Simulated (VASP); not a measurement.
Runs of VASP 6.6.1 on Mg. All rows change the cell; the cell of one of them follows. The structure is cubic, space group Fm-3m (No. 225). Conventional cell: a = 4.548 Å, b = 4.548 Å, c = 4.548 Å, α = 90.00°, β = 90.00°, γ = 90.00°. Mg (site symmetry m-3m) has 12 Mg at 3.22 Å as nearest neighbours. This isn't the form of Mg at room conditions, which is hcp.

```tsv
cell	gap on the mesh (eV)	pressure (GPa)
volume scaled by 1.04	none	-0.7
volume scaled by 0.94	none	3.4
volume scaled by 1.06	none	-1.3
volume scaled by 1.02	none	(a)
```

Alike in all rows: task single point; level PBE; potentials or basis VASP PAW PBE potentials, release 64 (Mg); no spin polarisation; k mesh 10 × 10 × 10; cutoff (eV) 520; smearing methfessel-paxton 0.025 eV.

Q: Estimate the missing entries.

A: (a) -0.1.

A gap of «none» marks a metal or a gap under the smearing width.
